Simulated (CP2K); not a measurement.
Here is a CP2K 2026.2 calculation.

File mn3si_scf.inp:

```
&GLOBAL
  PROJECT mn3si_scf
  RUN_TYPE ENERGY_FORCE
  PRINT_LEVEL LOW
&END GLOBAL
&FORCE_EVAL
  METHOD QS
  STRESS_TENSOR ANALYTICAL
  &DFT
    BASIS_SET_FILE_NAME BASIS_MOLOPT
    BASIS_SET_FILE_NAME BASIS_MOLOPT_UZH
    POTENTIAL_FILE_NAME GTH_POTENTIALS
    &MGRID
      CUTOFF 500
      REL_CUTOFF 60
      NGRIDS 5
    &END MGRID
    &QS
      METHOD GPW
      EPS_DEFAULT 1.0E-9
    &END QS
    &KPOINTS
      SCHEME MONKHORST-PACK 6 6 6
      GAMMA_CENTERED T
      SYMMETRY T
      SYMMETRY_BACKEND SPGLIB
    &END KPOINTS
    &SCF
      SCF_GUESS ATOMIC
      EPS_SCF 1.0E-6
      MAX_SCF 100
      ADDED_MOS 23
      CHOLESKY OFF
      EPS_EIGVAL 1.0E-7
      &DIAGONALIZATION ON
        ALGORITHM STANDARD
      &END DIAGONALIZATION
      &MIXING ON
        METHOD BROYDEN_MIXING
        ALPHA 0.4
        BETA 1.5
        NBUFFER 8
      &END MIXING
      &SMEAR ON
        METHOD FERMI_DIRAC
        ELECTRONIC_TEMPERATURE 580.23
      &END SMEAR
    &END SCF
    &XC
      &XC_FUNCTIONAL
        &GGA_X_PBE_SOL
        &END GGA_X_PBE_SOL
        &GGA_C_PBE_SOL
        &END GGA_C_PBE_SOL
      &END XC_FUNCTIONAL
    &END XC
    &PRINT
      &KPOINTS ON
      &END KPOINTS
      &MULLIKEN ON
      &END MULLIKEN
      &MO ON
        ENERGIES T
        OCCUPATION_NUMBERS T
        &EACH
          QS_SCF 0
        &END EACH
        ADD_LAST NUMERIC
      &END MO
      &E_DENSITY_CUBE ON
        STRIDE 2
      &END E_DENSITY_CUBE
      &V_HARTREE_CUBE ON
        STRIDE 2
      &END V_HARTREE_CUBE
      &ELF_CUBE ON
        STRIDE 2
      &END ELF_CUBE
    &END PRINT
  &END DFT
  &SUBSYS
    &CELL
      A 4.0460650019 0.0000000000 0.0000000000
      B 2.0230325010 3.5039950771 0.0000000000
      C 2.0230325010 1.1679983590 3.3035982403
      PERIODIC XYZ
    &END CELL
    &COORD
      SCALED
      Mn  0.7500000000 0.7500000000 0.7500000000
      Mn  0.2500000000 0.2500000000 0.2500000000
      Mn  0.5000000000 0.5000000000 0.5000000000
      Si  0.0000000000 0.0000000000 0.0000000000
    &END COORD
    &KIND Mn
      BASIS_SET DZVP-MOLOPT-SR-GTH-q15
      POTENTIAL GTH-PBE-q15
    &END KIND
    &KIND Si
      BASIS_SET DZVP-MOLOPT-PBE-GTH-q4
      POTENTIAL GTH-PBE-q4
      POTENTIAL_FILE_NAME POTENTIAL_UZH
    &END KIND
    &PRINT
      &ATOMIC_COORDINATES ON
      &END ATOMIC_COORDINATES
      &CELL ON
      &END CELL
    &END PRINT
  &END SUBSYS
  &PRINT
    &FORCES ON
    &END FORCES
    &STRESS_TENSOR ON
    &END STRESS_TENSOR
  &END PRINT
&END FORCE_EVAL
```

Potentials or basis: GTH_POTENTIALS Mn GTH-PBE-q15; POTENTIAL_UZH Si GTH-PBE-q4; DZVP-MOLOPT-SR-GTH, DZVP-MOLOPT-PBE-GTH basis.

Launch:

```sh
$ OMP_NUM_THREADS=1 mpirun -n 4 cp2k.psmp -i mn3si_scf.inp -o mn3si_scf.out
```

(1) Predict the pressure.

(2) What does it give for the Mulliken charges?

## Answers

(1) -26.8 GPa.

(2) Mn -0.02, +0.05; Si +0.00 e.

Caveat: the potentials were made for another functional, which shifts forces and pressure; the basis of atomic orbitals isn't converged, which shifts pressures, moduli and gaps.
